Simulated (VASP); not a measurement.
# Cs2AgBiBr6 (Fm-3m) in VASP: further runs

The runs below take Cs2AgBiBr6 through relaxation of cell and atoms, with PBE.

Everything below comes from runs of VASP 6.6.1. Logs are shortened: lines on timing, memory, paths and dates and some standing lists are left out, and cuts for length are marked.

**1. Starting point**

The structure is cubic, space group Fm-3m (No. 225). Conventional cell: a = 11.232 Å, b = 11.232 Å, c = 11.232 Å, α = 90.00°, β = 90.00°, γ = 90.00°. Bi (site symmetry m-3m) has 6 Br at 2.81 Å as nearest neighbours. Around Cs (site symmetry -43m) lie 12 Br at 3.97 Å. Around Ag (site symmetry m-3m) lie 6 Br at 2.80 Å. Around Br (site symmetry 4mm) lie 1 Ag at 2.80 Å and 1 Bi at 2.81 Å.

**2. Relaxation of cell and atoms, PBE**

Contents of INCAR:

```
ALGO = Normal
EDIFF = 1E-7
EDIFFG = -0.01
ENCUT = 600
GGA = PE
IBRION = 2
ISIF = 3
ISMEAR = -1
LASPH = True
LCHARG = False
LREAL = False
LWAVE = False
NELM = 80
NSW = 60
PREC = Accurate
SIGMA = 0.05
```

Contents of KPOINTS:

```
k-points
0
Gamma
  3 3 3
```

Contents of POSCAR:

```
Cs2AgBiBr6
1.0
    0.0000000000      5.6161000000      5.6161000000
    5.6161000000      0.0000000000      5.6161000000
    5.6161000000      5.6161000000      0.0000000000
Bi Cs Ag Br
1 2 1 6
Direct
    0.0000000000      0.0000000000      0.0000000000
    0.7500000000      0.7500000000      0.7500000000
    0.2500000000      0.2500000000      0.2500000000
    0.5000000000      0.5000000000      0.5000000000
    0.7494500000      0.7494500000      0.2505500000
    0.2505500000      0.2505500000      0.7494500000
    0.7494500000      0.2505500000      0.2505500000
    0.7494500000      0.2505500000      0.7494500000
    0.2505500000      0.7494500000      0.7494500000
    0.2505500000      0.7494500000      0.2505500000
```

Potentials or basis: VASP PAW PBE potentials, release 64 (Bi_d, Cs_sv, Ag, Br).

Run with:

```bash
> cat potpaw_PBE.64/Bi_d/POTCAR potpaw_PBE.64/Cs_sv/POTCAR potpaw_PBE.64/Ag/POTCAR potpaw_PBE.64/Br/POTCAR > POTCAR
> mpirun -np 1 vasp_std > vasp.out
```

OUTCAR:

```text
EDIFF = 1E-7
   EDIFFG = -0.01
   ENCUT = 600
   GGA = PE
   IBRION = 2
   ISIF = 3
   ISMEAR = -1
   LASPH = True
   LREAL = False
   NELM = 80
   NSW = 60
   PREC = Accurate

 ion  position               nearest neighbor table
   1  0.000  0.000  0.000-   5 2.81   6 2.81   7 2.81   8 2.81   9 2.81  10 2.81
   2  0.750  0.750  0.750-
   3  0.250  0.250  0.250-
   4  0.500  0.500  0.500-   5 2.80   6 2.80   7 2.80   8 2.80   9 2.80  10 2.80
   5  0.749  0.749  0.251-   4 2.80   1 2.81
   6  0.251  0.251  0.749-   4 2.80   1 2.81
   7  0.749  0.251  0.251-   4 2.80   1 2.81
   8  0.749  0.251  0.749-   4 2.80   1 2.81
   9  0.251  0.749  0.749-   4 2.80   1 2.81
  10  0.251  0.749  0.251-   4 2.80   1 2.81

  LATTYP: Found a face centered cubic cell.
 ALAT       =    11.2322000000

  Lattice vectors:

 A1 = (   0.0000000000,   5.6161000000,   5.6161000000)
 A2 = (   5.6161000000,   0.0000000000,   5.6161000000)
 A3 = (   5.6161000000,   5.6161000000,   0.0000000000)

Analysis of symmetry for initial positions (statically):
=====================================================================
 Subroutine PRICEL returns:
 Original cell was already a primitive cell.

 Routine SETGRP: Setting up the symmetry group for a
 face centered cubic supercell.

 Subroutine GETGRP returns: Found 48 space group operations
 (whereof 48 operations were pure point group operations)
 out of a pool of 48 trial point group operations.

The static configuration has the point symmetry O_h .

Analysis of symmetry for dynamics (positions and initial velocities):
=====================================================================
 Subroutine PRICEL returns:
 Original cell was already a primitive cell.

 Routine SETGRP: Setting up the symmetry group for a
 face centered cubic supercell.

 Subroutine GETGRP returns: Found 48 space group operations
 (whereof 48 operations were pure point group operations)
 out of a pool of 48 trial point group operations.

The dynamic configuration has the point symmetry O_h .

 Subroutine INISYM returns: Found 48 space group operations
 (whereof 48 operations are pure point group operations),
 and found     1 'primitive' translations

----------------------------------------------------------------------------------------

                                     Primitive cell

  volume of cell :     354.2701

  direct lattice vectors                    reciprocal lattice vectors
     0.000000000  5.616100000  5.616100000    -0.089029754  0.089029754  0.089029754
     5.616100000  0.000000000  5.616100000     0.089029754 -0.089029754  0.089029754
     5.616100000  5.616100000  0.000000000     0.089029754  0.089029754 -0.089029754

  length of vectors
     7.942364788  7.942364788  7.942364788     0.154204057  0.154204057  0.154204057

  position of ions in fractional coordinates (direct lattice)
     0.000000000  0.000000000  0.000000000
     0.750000000  0.750000000  0.750000000
     0.250000000  0.250000000  0.250000000
     0.500000000  0.500000000  0.500000000
     0.749450000  0.749450000  0.250550000
     0.250550000  0.250550000  0.749450000
     0.749450000  0.250550000  0.250550000
     0.749450000  0.250550000  0.749450000
     0.250550000  0.749450000  0.749450000
     0.250550000  0.749450000  0.250550000

  ion indices of the primitive-cell ions
   primitive index   ion index
                 1           1
                 2           2
                 3           3
                 4           4
                 5           5
                 6           6
                 7           7
                 8           8
                 9           9
                10          10

----------------------------------------------------------------------------------------

 KPOINTS: k-points

Automatic generation of k-mesh.
 Grid dimensions read from file:
 generate k-points for:    3    3    3

 Generating k-lattice:

  Cartesian coordinates                     Fractional coordinates (reciprocal lattice)
    -0.029676585  0.029676585  0.029676585     0.333333333  0.000000000  0.000000000
     0.029676585 -0.029676585  0.029676585     0.000000000  0.333333333  0.000000000
     0.029676585  0.029676585 -0.029676585     0.000000000  0.000000000  0.333333333

  Length of vectors
     0.051401352  0.051401352  0.051401352

  Shift w.r.t. Gamma in fractional coordinates (k-lattice)
     0.000000000  0.000000000  0.000000000

 Subroutine IBZKPT returns following result:
 ===========================================

 Found      4 irreducible k-points:

 Following reciprocal coordinates:
            Coordinates               Weight
  0.000000  0.000000  0.000000      1.000000
  0.333333  0.000000  0.000000      8.000000
  0.333333  0.333333  0.000000      6.000000
 -0.333333  0.333333  0.000000     12.000000
   k-points           NKPTS =      4   k-points in BZ     NKDIM =      4   number of bands    NBANDS=     51
   number of dos      NEDOS =    301   number of ions     NIONS =     10
   total plane-waves  NPLWV = 262144
   dimension x,y,z NGX =    64 NGY =   64 NGZ =   64
   dimension x,y,z NGXF=   128 NGYF=  128 NGZF=  128
   ions per type =               1   2   1   6
   NGX,Y,Z   is equivalent  to a cutoff of  13.40, 13.40, 13.40 a.u.
   NGXF,Y,Z  is equivalent  to a cutoff of  26.79, 26.79, 26.79 a.u.
 SYSTEM =  unknown system
   PREC   = accura    normal or accurate (medium, high low for compatibility)
   ISTART =      0    job   : 0-new  1-cont  2-samecut
   ICHARG =      2    charge: 1-file 2-atom 10-const
   ISPIN  =      1    spin polarized calculation?
   LNONCOLLINEAR =      F non collinear calculations
   LSORBIT =      F    spin-orbit coupling
   LASPH  =      T    aspherical Exc in radial PAW
   ENCUT  =  600.0 eV  44.10 Ry    6.64 a.u.  15.86 15.86 15.86*2*pi/ulx,y,z
   NELM   =     80;   NELMIN=  2; NELMDL= -5     # of ELM steps
   EDIFF  = 0.1E-06   stopping-criterion for ELM
   LREAL  =      F    real-space projection
   EDIFFG = -.1E-01   stopping-criterion for IOM
   NSW    =     60    number of steps for IOM
   IBRION =      2    ionic relax: 0-MD 1-quasi-New 2-CG
   NFREE  =      1    steps in history (QN), initial steepest desc. (CG)
   ISIF   =      3    stress and relaxation
   ISYM   =      2    0-nonsym 1-usesym 2-fastsym
   POTIM  = 0.5000    time-step for ionic-motion
   TEBEG  =    0.0;   TEEND  =   0.0 temperature during run
   PSTRESS=    0.0 pullay stress
   NELECT =      86.0000    total number of electrons
   NUPDOWN=      -1.0000    fix difference up-down
   EMIN   =  10.00;   EMAX   =-10.00  energy-range for DOS
   EFERMI =   0.00;   METHOD = LEGACY
   ISMEAR =    -1;   SIGMA  =   0.05  broadening in eV -4-tet -1-fermi 0-gaus
   EFERMI_NEDOS =   21; number of points for ismear=-14 and -15
   IALGO  =     38    algorithm
   IMIX   =      4    mixing-type and parameters
     AMIX     =   0.40;   BMIX     =  1.00
     AMIX_MAG =   1.60;   BMIX_MAG =  1.00
  volume/ion in A,a.u.               =      35.43       239.07
  Fermi-wavevector in a.u.,A,eV,Ry     =   1.021244  1.929871 14.190049  1.042939
  Thomas-Fermi vector in A             =   2.154858
   LORBIT       =      0    0 simple, 1 ext, 2 COOP (PROOUT), +10 PAW based schemes
   GGA     = PE    functional components
   LHFCALC =     F    Hartree Fock is set to
   AEXX    =    0.0000 exact exchange contribution
   IVDW    =     0    specifies the selected vdW correction
   LEPSILON=     F    determine dielectric tensor
   LRPA    =     F    only Hartree local field effects (RPA)
 conjugate gradient relaxation of ions
 non-spin polarized calculation
  energy-cutoff  :      600.00
  volume of cell :      354.27
 maximum number of plane-waves:     11862
   NGX = 31   NGY = 31   NGZ = 31

--------------------------------------- Ionic step        1  -------------------------------------------

 number of electron      85.9999996 magnetization

 Free energy of the ion-electron system (eV)
  ---------------------------------------------------
  ext. energy  EPLUGINS =         0.00000000
  ---------------------------------------------------
  free energy    TOTEN  =       -29.47408392 eV

  energy without entropy =      -29.47408391  energy(sigma->0) =      -29.47408392

------------------------ aborting loop because EDIFF is reached ----------------------------------------

  FORCE on cell =-STRESS in cart. coord.  units (eV):
  Direction    XX          YY          ZZ          XY          YZ          ZX
  --------------------------------------------------------------------------------------
  -------------------------------------------------------------------------------------
  Total        4.1298292      4.1298292      4.1298292     -0.0000000      0.0000000     -0.0000000
  in kB       18.6770457     18.6770457     18.6770457     -0.0000000      0.0000000     -0.0000000
  external PRESSURE =      18.6770457 kB  Pullay stress =       0.0000000 kB

 VOLUME and BASIS-vectors are now :
 -----------------------------------------------------------------------------
  energy-cutoff  :      600.00
  volume of cell :      354.27
      direct lattice vectors                 reciprocal lattice vectors
     0.000000000  5.616100000  5.616100000    -0.089029754  0.089029754  0.089029754
     5.616100000  0.000000000  5.616100000     0.089029754 -0.089029754  0.089029754
     5.616100000  5.616100000  0.000000000     0.089029754  0.089029754 -0.089029754
[... 178 lines left out ...]
 -----------------------------------------------------------------------------------
      0.00000      0.00000      0.00000        -0.000000     -0.000000     -0.000000
      8.59939      8.59939      8.59939        -0.000000     -0.000000     -0.000000
      2.86646      2.86646      2.86646        -0.000000     -0.000000     -0.000000
      5.73293      5.73293      5.73293        -0.000000     -0.000000     -0.000000
      5.73293      5.73293      8.58001        -0.000000     -0.000000      0.020014
      5.73293      5.73293      2.88585        -0.000000     -0.000000     -0.020014
      2.88585      5.73293      5.73293        -0.020014     -0.000000     -0.000000
      5.73293      8.58001      5.73293        -0.000000      0.020014     -0.000000
      8.58001      5.73293      5.73293         0.020014     -0.000000     -0.000000
      5.73293      2.88585      5.73293        -0.000000     -0.020014     -0.000000
 -----------------------------------------------------------------------------------
    total drift:                               -0.000000     -0.000000      0.000000

  FREE ENERGIE OF THE ION-ELECTRON SYSTEM (eV)
  ---------------------------------------------------
  free  energy   TOTEN  =       -29.6109884617 eV

  energy  without entropy=      -29.6109884531  energy(sigma->0) =      -29.61098846

--------------------------------------- Ionic step        6  -------------------------------------------

 number of electron      86.0000006 magnetization

 Free energy of the ion-electron system (eV)
  ---------------------------------------------------
  ext. energy  EPLUGINS =         0.00000000
  ---------------------------------------------------
  free energy    TOTEN  =       -29.61132324 eV

  energy without entropy =      -29.61132324  energy(sigma->0) =      -29.61132324

 E-fermi :   1.4195     XC(G=0):  -7.8890

 val. band max:        0.4578382384   @ k =  -0.3333   0.3333   0.0000
 cond. band min:       2.3603074142   @ k =   0.3333   0.0000   0.0000
 fundamental gap:      1.9024691758
 Fermi energy:         1.4194926766

 k-point     1 :       0.0000    0.0000    0.0000
  band No.  band energies     occupation
      1     -22.2289      2.00000
      2     -22.2289      2.00000
      3     -22.2057      2.00000
      4     -22.2057      2.00000
      5     -22.2057      2.00000
      6     -19.8463      2.00000
[... 43 lines left out ...]
     50       5.7279      0.00000
     51       6.1389      0.00000

 k-point     2 :       0.3333    0.0000    0.0000
  band No.  band energies     occupation
      1     -22.2289      2.00000
      2     -22.2289      2.00000
      3     -22.2057      2.00000
      4     -22.2057      2.00000
      5     -22.2057      2.00000
      6     -19.8451      2.00000
[... 43 lines left out ...]
     50       6.1101      0.00000
     51       6.5654      0.00000

 k-point     3 :       0.3333    0.3333    0.0000
  band No.  band energies     occupation
      1     -22.2289      2.00000
      2     -22.2289      2.00000
      3     -22.2057      2.00000
      4     -22.2057      2.00000
      5     -22.2057      2.00000
      6     -19.8450      2.00000
[... 43 lines left out ...]
     50       6.3744      0.00000
     51       6.6292      0.00000

 k-point     4 :      -0.3333    0.3333    0.0000
  band No.  band energies     occupation
      1     -22.2289      2.00000
      2     -22.2289      2.00000
      3     -22.2057      2.00000
      4     -22.2057      2.00000
      5     -22.2057      2.00000
      6     -19.8439      2.00000
[... 65 lines left out ...]
 POSITION                                       TOTAL-FORCE (eV/Angst)
 -----------------------------------------------------------------------------------
      0.00000      0.00000      0.00000         0.000000      0.000000     -0.000000
      8.60410      8.60410      8.60410         0.000000     -0.000000     -0.000000
      2.86803      2.86803      2.86803         0.000000      0.000000     -0.000000
      5.73606      5.73606      5.73606         0.000000     -0.000000     -0.000000
      5.73606      5.73606      8.58804         0.000000      0.000000     -0.000680
      5.73606      5.73606      2.88409         0.000000      0.000000      0.000680
      2.88409      5.73606      5.73606         0.000680      0.000000     -0.000000
      5.73606      8.58804      5.73606         0.000000     -0.000680     -0.000000
      8.58804      5.73606      5.73606        -0.000680      0.000000     -0.000000
      5.73606      2.88409      5.73606         0.000000      0.000680     -0.000000
 -----------------------------------------------------------------------------------
    total drift:                                0.000000      0.000000      0.000000

  FREE ENERGIE OF THE ION-ELECTRON SYSTEM (eV)
  ---------------------------------------------------
  free  energy   TOTEN  =       -29.6113232445 eV

  energy  without entropy=      -29.6113232365  energy(sigma->0) =      -29.61132324

 reached required accuracy - stopping structural energy minimisation
```

Wall time 7.4 min (1 thread of Intel Xeon 6975P-C (Granite Rapids), shared host); peak memory 0.69 GiB.

Results:

| Property | Result |
| --- | --- |
| Free energy | -29.6113 eV |
| Relaxed volume | 37.75 Å³/atom |
| Relaxed cell | a = 8.112 Å, b = 8.112 Å, c = 8.112 Å, α = 60.00°, β = 60.00°, γ = 60.00° |
| Space group after relaxing (to 0.05 Å) | Fm-3m (No. 225) |
| Energy gained by relaxing | 13.7 meV/atom |
| Ionic steps | 6 |
| Pressure after relaxing | 0.0 GPa |
| Band gap on the k mesh | 1.90 eV, indirect (least direct gap 2.48 eV) |

The path:
| step | energy change (eV) | largest force (eV/Å) | pressure (GPa) | volume (Å³) |
| --- | --- | --- | --- | --- |
| 1 | 0.0000 | 0.2916 | 1.87 | 354.27 |
| 2 | -0.1363 | 0.0226 | 0.10 | 375.87 |
| 3 | -0.1366 | 0.0363 | 0.02 | 376.99 |
| 4 | -0.1366 | 0.0306 | 0.05 | 376.53 |
| 5 | -0.1369 | 0.0200 | 0.04 | 376.84 |
| 6 | -0.1372 | 0.0007 | 0.03 | 377.46 |

Final structure:
```cif
data_structure
_symmetry_space_group_name_H-M 'P 1'
_symmetry_Int_Tables_number 1
_cell_length_a 8.1120
_cell_length_b 8.1120
_cell_length_c 8.1120
_cell_angle_alpha 60.000
_cell_angle_beta 60.000
_cell_angle_gamma 60.000
_cell_volume 377.46
loop_
_atom_site_label
_atom_site_type_symbol
_atom_site_fract_x
_atom_site_fract_y
_atom_site_fract_z
_atom_site_occupancy
Bi1 Bi 0.00000 0.00000 0.00000 1
Cs1 Cs 0.75000 0.75000 0.75000 1
Cs2 Cs 0.25000 0.25000 0.25000 1
Ag1 Ag 0.50000 0.50000 0.50000 1
Br1 Br 0.74860 0.74860 0.25140 1
Br2 Br 0.25140 0.25140 0.74860 1
Br3 Br 0.74860 0.25140 0.25140 1
Br4 Br 0.74860 0.25140 0.74860 1
Br5 Br 0.25140 0.74860 0.74860 1
Br6 Br 0.25140 0.74860 0.25140 1
```

Caveat: spin-orbit coupling is left out, which as a rule narrows the gap of such compounds by several tenths of an eV; an odd mesh through Γ misses points on the zone boundary, where band edges often lie. Zero-point motion and thermal expansion aren't in these numbers.

**3. Relaxation of cell and atoms, PBE**

INCAR is that of step 2.

KPOINTS is that of step 2.

POSCAR is that of step 2.

Potentials or basis: VASP PAW PBE potentials, release 64 (Bi_d_GW, Cs_sv_GW, Ag_sv_GW, Br_GW).

Run with:

```bash
> cat potpaw_PBE.64/Bi_d_GW/POTCAR potpaw_PBE.64/Cs_sv_GW/POTCAR potpaw_PBE.64/Ag_sv_GW/POTCAR potpaw_PBE.64/Br_GW/POTCAR > POTCAR
> mpirun -np 1 vasp_std > vasp.out
```

Run time: 7.9 min. Hardware: 1 thread of Intel Xeon 6975P-C (Granite Rapids), shared host; peak memory 0.71 GiB.

It converged, with:

| Quantity | Value |
| --- | --- |
| Free energy | -30.8985 eV |
| Relaxed volume | 37.63 Å³/atom |
| Relaxed cell | a = 8.104 Å, b = 8.104 Å, c = 8.104 Å, α = 60.00°, β = 60.00°, γ = 60.00° |
| Space group after relaxing (to 0.05 Å) | Fm-3m (No. 225) |
| Energy gained by relaxing | 12.5 meV/atom |
| Ionic steps | 5 |
| Pressure after relaxing | 0.0 GPa |
| Band gap on the k mesh | 1.89 eV, indirect (least direct gap 2.47 eV) |

Step by step:
```csv
step,energy change (eV),largest force (eV/Å),pressure (GPa),volume (Å³)
1,0.0000,0.2891,1.79,354.27
2,-0.1242,0.0163,0.06,374.92
3,-0.1243,0.0248,0.01,375.59
4,-0.1244,0.0174,0.01,375.81
5,-0.1246,0.0000,0.00,376.30
```

Final structure:
```xyz
10
Lattice="0.0000 5.7302 5.7302 5.7302 0.0000 5.7302 5.7302 5.7302 0.0000" Properties=species:S:1:pos:R:3 pbc="T T T"
Bi    0.0000    0.0000    0.0000
Cs    8.5953    8.5953    8.5953
Cs    2.8651    2.8651    2.8651
Ag    5.7302    5.7302    5.7302
Br    5.7302    5.7302    8.5782
Br    5.7302    5.7302    2.8821
Br    2.8821    5.7302    5.7302
Br    5.7302    8.5782    5.7302
Br    8.5782    5.7302    5.7302
Br    5.7302    2.8821    5.7302
```

Levels at points of the mesh, in eV from the valence-band top:
```csv
k point,band 44,band 45,band 46,band 47,band 48,band 49,band 50,band 51,band 52,band 53
"(0.00, 0.00, 0.00)",-0.67,-0.67,-0.67,-0.23,-0.23,2.66,2.66,2.66,4.03,5.12
```

Caveat: spin-orbit coupling is left out, which as a rule narrows the gap of such compounds by several tenths of an eV; an odd mesh through Γ misses points on the zone boundary, where band edges often lie. Zero-point motion and thermal expansion aren't in these numbers.

[end of part 1 of 2]
